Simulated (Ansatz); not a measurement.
# Si: the cost of one run

Program: Ansatz 0.2.0. Level of theory: DFT PBEsol, plane waves, PAW, scalar-relativistic, no spin polarisation. These are calculated values, not measurements.

## (1) The structure to begin with

The cell holds 17 atoms (Si17): a = 7.679 Å, b = 7.679 Å, c = 7.679 Å, α = 60.00°, β = 60.00°, γ = 60.00°.

Its coordinates follow in the input file.

## (2) End point A

input.yaml

```yaml
crystal:
  lattice:
    - [0.0, 5.43, 5.43]
    - [5.43, 0.0, 5.43]
    - [5.43, 5.43, 0.0]
  atoms:
    - { symbol: Si, position: [0.0, 0.0, 0.0] }
    - { symbol: Si, position: [0.125, 0.125, 0.125] }
    - { symbol: Si, position: [0.0, 0.0, 0.5] }
    - { symbol: Si, position: [0.125, 0.125, 0.625] }
    - { symbol: Si, position: [0.0, 0.5, 0.0] }
    - { symbol: Si, position: [0.125, 0.625, 0.125] }
    - { symbol: Si, position: [0.0, 0.5, 0.5] }
    - { symbol: Si, position: [0.125, 0.625, 0.625] }
    - { symbol: Si, position: [0.5, 0.0, 0.0] }
    - { symbol: Si, position: [0.625, 0.125, 0.125] }
    - { symbol: Si, position: [0.5, 0.0, 0.5] }
    - { symbol: Si, position: [0.625, 0.125, 0.625] }
    - { symbol: Si, position: [0.5, 0.5, 0.0] }
    - { symbol: Si, position: [0.625, 0.625, 0.125] }
    - { symbol: Si, position: [0.5, 0.5, 0.5] }
    - { symbol: Si, position: [0.625, 0.625, 0.625] }
    - { symbol: Si, position: [0.8751626, 0.8770836, 0.8706036] }
basis:
  ecutwfc: 420.0
kpoints:
  mp_grid: { grid: [2, 2, 2] }
hamiltonian:
  xc: pbesol
  pseudopotentials: { kind: paw, azcp: { folder: soft_1 } }
scf:
  occupations: { method: gaussian, width: 0.02 }
  lower_state_search: "off"
relax:
  f_tol: 0.03
  max_steps: 60
  adjacent_minimum: "off"
output:
  write_density: true
  write_potential: true
  elf: true
  volumetric_format: npy
```

Launch:

```bash
$ ansatz run input.yaml --threads 1 --pin off --max-ram 3072MiB --backend cpu --events-out ev --progress --plain --runs-dir out
```

Q: Estimate wall time and peak memory on 1 thread of AMD EPYC 9R45 (Zen 5), shared host.

About 9.3 s, with a peak of 0.56 GiB.
